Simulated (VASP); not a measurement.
Level of theory: SCAN meta-GGA, VASP's PBE PAW potentials (set 64) (plane waves; VASP 6.6.1).

A VASP calculation is set up with these files.

### INCAR
```
! general
SYSTEM  = BeO
PREC    = Accurate
ENCUT   = 520
LREAL   = .FALSE.
LASPH   = .TRUE.

! electronic loop
EDIFF   = 1E-7
NELM    = 100
ALGO    = Normal
LMIXTAU = .TRUE.

! smearing
ISMEAR  = 0
SIGMA   = 0.05

! functional
METAGGA = SCAN

! ions
IBRION  = 2
NSW     = 30
ISIF    = 4
EDIFFG  = -0.01

! output
LWAVE   = .FALSE.
LCHARG  = .FALSE.
```

**POSCAR**
```
BeO
1
    1.3702097076    -2.3732732427     0.0000000000
    1.3702097076     2.3732732427     0.0000000000
    0.0000000000     0.0000000000     4.4491785053
Be O
2 2
Direct
  0.6666670000   0.3333330000   0.5000124744
  0.3333330000   0.6666670000   0.0000124744
  0.6666670000   0.3333330000   0.8779875256
  0.3333330000   0.6666670000   0.3779875256
```

KPOINTS:
```
Automatic mesh
0
Gamma
9 9 5
0 0 0
```

POTCAR, in this order: Be O (PBE.64 set). Program: vasp_std.

The run wrote:

File OUTCAR:
```
 ion  position               nearest neighbor table
   1  0.667  0.333  0.500-   4 1.67   4 1.67   4 1.67   3 1.68
   2  0.333  0.667  0.000-   3 1.67   3 1.67   3 1.67   4 1.68
   3  0.667  0.333  0.878-   2 1.67   2 1.67   2 1.67   1 1.68
   4  0.333  0.667  0.378-   1 1.67   1 1.67   1 1.67   2 1.68
  LATTYP: Found a hexagonal cell.
 ALAT       =     2.7404197721
 C/A-ratio  =     1.6235390470
 Subroutine PRICEL returns:
 Original cell was already a primitive cell.
 Subroutine GETGRP returns: Found 12 space group operations
The static configuration has the point symmetry C_3v.
 The point group associated with its full space group is C_6v.
The dynamic configuration has the point symmetry C_3v.
 Subroutine INISYM returns: Found 12 space group operations
 Subroutine IBZKPT returns following result:
 Found     36 irreducible k-points:

 Following reciprocal coordinates:
            Coordinates               Weight
  0.000000  0.000000  0.000000      1.000000
  0.111111  0.000000  0.000000      6.000000
  0.222222  0.000000  0.000000      6.000000
  0.333333  0.000000  0.000000      6.000000
  0.444444  0.000000  0.000000      6.000000
  0.111111  0.111111  0.000000      6.000000
  0.222222  0.111111  0.000000     12.000000
  0.333333  0.111111  0.000000     12.000000
  0.444444  0.111111  0.000000      6.000000
  0.222222  0.222222  0.000000      6.000000
  0.333333  0.222222  0.000000     12.000000
  0.333333  0.333333  0.000000      2.000000
  0.000000  0.000000  0.200000      2.000000
  0.111111  0.000000  0.200000     12.000000
  0.222222  0.000000  0.200000     12.000000
  0.333333  0.000000  0.200000     12.000000
  0.444444  0.000000  0.200000     12.000000
  0.111111  0.111111  0.200000     12.000000
  0.222222  0.111111  0.200000     24.000000
  0.333333  0.111111  0.200000     24.000000
  0.444444  0.111111  0.200000     12.000000
  0.222222  0.222222  0.200000     12.000000
  0.333333  0.222222  0.200000     24.000000
  0.333333  0.333333  0.200000      4.000000
  0.000000  0.000000  0.400000      2.000000
  0.111111  0.000000  0.400000     12.000000
  0.222222  0.000000  0.400000     12.000000
  0.333333  0.000000  0.400000     12.000000
  0.444444  0.000000  0.400000     12.000000
  0.111111  0.111111  0.400000     12.000000
  0.222222  0.111111  0.400000     24.000000
  0.333333  0.111111  0.400000     24.000000
  0.444444  0.111111  0.400000     12.000000
  0.222222  0.222222  0.400000     12.000000
  0.333333  0.222222  0.400000     24.000000
  0.333333  0.333333  0.400000      4.000000
   k-points           NKPTS =     36   k-points in BZ     NKDIM =     36   number of bands    NBANDS=     12
   number of dos      NEDOS =    301   number of ions     NIONS =      4
   total plane-waves  NPLWV =  14400
   dimension x,y,z NGX =    20 NGY =   20 NGZ =   36
   dimension x,y,z NGXF=    40 NGYF=   40 NGZF=   72
   ions per type =               2   2
   PREC   = accura    normal or accurate (medium, high low for compatibility)
   ISTART =      0    job   : 0-new  1-cont  2-samecut
   ICHARG =      2    charge: 1-file 2-atom 10-const
   ISPIN  =      1    spin polarized calculation?
   LNONCOLLINEAR =      F non collinear calculations
   LSORBIT =      F    spin-orbit coupling
   INIWAV =      1    electr: 0-lowe 1-rand  2-diag
   ENCUT  =  520.0 eV  38.22 Ry    6.18 a.u.   5.10  5.10  8.27*2*pi/ulx,y,z
   NELM   =    100;   NELMIN=  2; NELMDL= -5     # of ELM steps
   EDIFF  = 0.1E-06   stopping-criterion for ELM
   LREAL  =      F    real-space projection
   NLSPLINE    = F    spline interpolate recip. space projectors
   LMAXMIX     =    2 max onsite mixed and CHGCAR
...
```

File OSZICAR:
```
       N       E                     dE             d eps       ncg     rms          rms(c)
DAV:   1     0.570066383136E+02    0.57007E+02   -0.89026E+03   864   0.129E+03
DAV:   2    -0.364544820329E+02   -0.93461E+02   -0.86950E+02  1116   0.289E+02
DAV:   3    -0.400702634010E+02   -0.36158E+01   -0.36026E+01  1140   0.611E+01
DAV:   4    -0.400995917097E+02   -0.29328E-01   -0.29308E-01  1096   0.614E+00
DAV:   5    -0.401000108335E+02   -0.41912E-03   -0.41908E-03  1112   0.629E-01    0.855E+00
DAV:   6    -0.331459767576E+02    0.69540E+01   -0.41748E+00   944   0.179E+01    0.271E+00
DAV:   7    -0.331928319520E+02   -0.46855E-01   -0.20340E+00   968   0.193E+01    0.216E+00
DAV:   8    -0.342638769828E+02   -0.10710E+01   -0.34338E-01   864   0.752E+00    0.953E-01
DAV:   9    -0.330991674060E+02    0.11647E+01   -0.17136E-01   896   0.484E+00    0.338E-01
DAV:  10    -0.332834501417E+02   -0.18428E+00   -0.72791E-02   880   0.310E+00    0.146E-01
DAV:  11    -0.332844049721E+02   -0.95483E-03   -0.80488E-04  1132   0.333E-01    0.105E-01
DAV:  12    -0.332874671592E+02   -0.30622E-02   -0.25177E-03   876   0.853E-01    0.751E-02
DAV:  13    -0.332871386821E+02    0.32848E-03   -0.80045E-04  1008   0.269E-01    0.526E-03
DAV:  14    -0.332872555097E+02   -0.11683E-03   -0.27392E-05   932   0.805E-02    0.537E-03
DAV:  15    -0.332872687855E+02   -0.13276E-04   -0.16606E-05   968   0.650E-02    0.796E-03
DAV:  16    -0.332872840280E+02   -0.15243E-04   -0.75147E-06  1072   0.364E-02    0.730E-04
DAV:  17    -0.332872846596E+02   -0.63155E-06   -0.28633E-07  1068   0.813E-03    0.589E-04
DAV:  18    -0.332872831090E+02    0.15506E-05   -0.47159E-08   700   0.358E-03    0.608E-04
DAV:  19    -0.332872847583E+02   -0.16493E-05   -0.86473E-08   656   0.458E-03    0.164E-04
DAV:  20    -0.332872845208E+02    0.23752E-06   -0.29028E-09   548   0.880E-04    0.859E-05
DAV:  21    -0.332872846065E+02   -0.85763E-07   -0.17929E-10   532   0.203E-04
   1 F= -.33287285E+02 E0= -.33287285E+02  d E =-.332873E+02
```

OUTCAR:
```
------------------------ aborting loop because EDIFF is reached ----------------------------------------
  FORCE on cell =-STRESS in cart. coord.  units (eV):
  Direction    XX          YY          ZZ          XY          YZ          ZX
  --------------------------------------------------------------------------------------
  Total       -2.1484380     -2.1484387     -2.1084505      0.0000000      0.0000000      0.0000000
  in kB     -118.9566694   -118.9567107   -116.7426033      0.0000000      0.0000000      0.0000000
  external PRESSURE =    -118.2186611 kB  Pullay stress =       0.0000000 kB
  volume of cell :       28.94
      direct lattice vectors                 reciprocal lattice vectors
     1.370209708 -2.373273243  0.000000000     0.364907647 -0.210679492  0.000000000
     1.370209708  2.373273243  0.000000000     0.364907647  0.210679492  0.000000000
     0.000000000  0.000000000  4.449178505     0.000000000  0.000000000  0.224760593
 POSITION                                       TOTAL-FORCE (eV/Angst)
 -----------------------------------------------------------------------------------
      1.37021     -0.79109      2.22464        -0.000000      0.000000     -0.001852
      1.37021      0.79109      0.00006        -0.000000      0.000000     -0.001852
      1.37021     -0.79109      3.90632         0.000000     -0.000000      0.001852
      1.37021      0.79109      1.68173        -0.000000      0.000000      0.001852
 -----------------------------------------------------------------------------------
    total drift:                               -0.000000      0.001613      0.021378
  FREE ENERGIE OF THE ION-ELECTRON SYSTEM (eV)
  ---------------------------------------------------
  free  energy   TOTEN  =       -33.2872846065 eV

  energy  without entropy=      -33.2872846065  energy(sigma->0) =      -33.28728461

 reached required accuracy - stopping structural energy minimisation
```
(Selected blocks of OUTCAR.)

The compound is BeO in the wurtzite structure. This cell is one point of a volume scan, at 1.06 of the reference volume.
